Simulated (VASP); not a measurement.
Write the native input for VASP 6.6.1 that does the following.

- Task: G0W0 quasiparticle levels
- Functional: PBE
- Potentials or basis: VASP PAW PBE potentials, release 64 (As_GW, Al_GW)
- Cutoff: 450 eV
- k mesh: 4 × 4 × 4
- Occupations: gaussian, width 0.01 eV
- Spin: no spin polarisation
- GW scheme: G0W0
- GW iterations: 1
- Cutoff of the response function: 160
- Frequency points: 50
- Empty bands: 208
- Further INCAR settings: ALGO = EVGW0; EDIFF = 1e-08; NBANDS = 212

AlAs:

```
As Al
1.0
     0.00000    2.83040    2.83040
     2.83040    0.00000    2.83040
     2.83040    2.83040    0.00000
As Al
1 1
Cartesian
  4.2456 4.2456 4.2456
  0.0000 0.0000 0.0000
```

The input as run:

POSCAR

```
AlAs
1.0
    0.0000000000      2.8304000000      2.8304000000
    2.8304000000      0.0000000000      2.8304000000
    2.8304000000      2.8304000000      0.0000000000
As Al
1 1
Direct
    0.7500000000      0.7500000000      0.7500000000
    0.0000000000      0.0000000000      0.0000000000
```

INCAR.step1

```
SYSTEM = AlAs
PREC = Accurate
ENCUT = 450
EDIFF = 1E-8
ISMEAR = 0
SIGMA = 0.01
LREAL = .FALSE.
LASPH = .TRUE.
NELM = 100
ALGO = Normal
LWAVE = .TRUE.
LCHARG = .FALSE.
GGA = PE
```

INCAR.step2

```
SYSTEM = AlAs
PREC = Accurate
ENCUT = 450
EDIFF = 1E-8
ISMEAR = 0
SIGMA = 0.01
LREAL = .FALSE.
LASPH = .TRUE.
NELM = 1
ALGO = Exact
LWAVE = .TRUE.
LCHARG = .FALSE.
GGA = PE
NBANDS = 212
LOPTICS = .TRUE.
ISTART = 1
```

INCAR.step3

```
SYSTEM = AlAs
PREC = Accurate
ENCUT = 450
EDIFF = 1E-8
ISMEAR = 0
SIGMA = 0.01
LREAL = .FALSE.
LASPH = .TRUE.
ALGO = EVGW0
LWAVE = .FALSE.
LCHARG = .FALSE.
GGA = PE
NELMGW = 1
NBANDS = 212
ENCUTGW = 160
NOMEGA = 50
PRECFOCK = Fast
ISTART = 1
NBANDSGW = 12
```

KPOINTS

```
regular mesh
0
G
  4 4 4
  0 0 0
```

Potentials or basis: VASP PAW PBE potentials, release 64 (As_GW, Al_GW).

Run with:

```bash
$ cat potpaw_PBE.64/As_GW/POTCAR potpaw_PBE.64/Al_GW/POTCAR > POTCAR
$ cp INCAR.step1 INCAR
$ mpirun -np 1 vasp_std > vasp.out
$ cp INCAR.step2 INCAR
$ mpirun -np 1 vasp_std > vasp.out
$ cp INCAR.step3 INCAR
$ mpirun -np 1 vasp_std > vasp.out
```

Results of the run:

```
Band gap on the k mesh, mean-field level : 1.41 eV, indirect (least direct gap 2.04 eV)
Quasiparticle gap                        : 2.03 eV
Least direct quasiparticle gap           : 3.06 eV
```

Caveat: the k mesh is coarse (spacing up to 0.48 Å⁻¹), so the values aren't converged; bands, screening cutoff and mesh are small and nothing is extrapolated, so the quasiparticle values aren't converged.

Run time: 97 s on 1 thread of Intel(R) Xeon(R) Platinum 8488C (Sapphire Rapids) (shared host), peak memory 0.44 GiB.
